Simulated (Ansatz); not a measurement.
# SiC: zone-centre modes at 18.7 GPa

Computed with DFT PBEsol, scalar-relativistic, plane waves, PAW in Ansatz. Cutoff 420 eV, 18×18×18 k-points (Γ-centred), Fermi-Dirac smearing of 0.15 eV. No spin polarisation. Phonons by linear response, acoustic sum rule imposed.

The cell is fixed (symmetry leaves no force on the atoms) and stands under 18.7 GPa:
```xyz
2
Lattice="0.0000 1.9759 1.9759 1.9759 0.0000 1.9759 1.9759 1.9759 0.0000" Properties=species:S:1:pos:R:3 pbc="T T T"
C     0.0000    0.0000    0.0000
Si    1.9759    1.9759    1.9759
```

The cell is the ideal cubic rocksalt prototype; this isn't the usual structure of the compound. In a metal, frequencies and elastic constants depend on the k mesh and the smearing, soft modes and shear constants most.

Optical modes at Γ; i marks an imaginary frequency:
```json
{"frequency (THz)": "15.48", "degeneracy": "3"}
```

All 3 optical modes at Γ are real: no displacement of atoms at fixed cell lowers the energy to second order. Strains and modes at other wave vectors aren't tested by this run.